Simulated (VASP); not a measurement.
**RbBr: single point with HSE06**

Crystal: RbBr.

```
Rb Br
1.0
     0.00000    3.99177    3.99177
     3.99177    0.00000    3.99177
     3.99177    3.99177    0.00000
Rb Br
1 1
Direct
  0.00000 0.00000 0.00000
  0.25000 0.25000 0.25000
```

The cell was built by a generator and needn't be a form met in nature.

The cell isn't the ideal one: hydrostatic strain +3.2%.

```yaml
Program: VASP 6.6.1
Task: single point
Functional: HSE06
Potentials_or_basis: VASP PAW PBE potentials, release 64 (Rb_sv, Br)
Cutoff: 520 eV
k_mesh: 4 × 4 × 4
Occupations: gaussian, width 0.01 eV
Spin: no spin polarisation
Dipole_correction: no
Exchange_at_q_=_0: truncated
Grid_for_exact_exchange_PRECFOCK: Normal
Screening_parameter: 0.2079 1/A
Further_INCAR_settings: ALGO = Normal; EDIFF = 1e-07; NBANDS = 15
```

```
Pressure               : -0.6 GPa
Band gap on the k mesh : 5.03 eV, indirect (least direct gap 5.08 eV)
```

Levels at points of the mesh, in eV from the valence-band top:
| k point | band 6 | band 7 | band 8 | band 9 | band 10 | band 11 |
| --- | --- | --- | --- | --- | --- | --- |
| (0.00, 0.00, 0.00) | -0.05 | -0.05 | -0.05 | 5.03 | 9.29 | 9.29 |
| (0.50, 0.00, 0.00) | -0.25 | -0.02 | -0.02 | 7.15 | 7.36 | 8.84 |
| (0.50, 0.50, 0.00) | -0.31 | 0.00 | 0.00 | 6.89 | 7.73 | 9.18 |

Run time: 6.1 min on 1 thread of Intel(R) Xeon(R) 6975P-C (Granite Rapids), with other jobs on the host, peak memory 0.39 GiB.

Caveat: the PAW data sets were made with another functional, which shifts forces and pressure a little. A k mesh can miss the band edges.
